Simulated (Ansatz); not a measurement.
The system is InP.

```
CELL_PARAMETERS angstrom
0.00000 2.93050 2.93050
2.93050 0.00000 2.93050
2.93050 2.93050 0.00000
ATOMIC_POSITIONS crystal
In 0.00000 0.00000 0.00000
P 0.75000 0.75000 0.75000
```

Base run:

| Item | Value |
| --- | --- |
| Program | Ansatz 0.2.0 |
| Functional | revPBE |
| Potentials or basis | all-electron LAPW, scalar-relativistic |
| Cutoff | 244 eV |
| Density cutoff | 978 eV |
| Basis error allowed | 0.001 eV/atom |
| k mesh | 8 × 8 × 8 |
| Occupations | fermi-dirac, width 0.05 eV |
| Spin | no spin polarisation |

Its results: band gap on the k mesh 0.81 eV, direct; pressure 4.7 GPa.

Question: The run is repeated on the same cell with these changes: functional from revPBE to LDA. What comes out?

Answer: Band gap on the k mesh 0.48 eV, direct; pressure -1.2 GPa.

LDA binds more tightly than revPBE, so the same cell stands under less pressure.

Caveats: spin-orbit coupling is left out, which moves the levels of the heavy elements.

Not every run made on this cell is shown here.
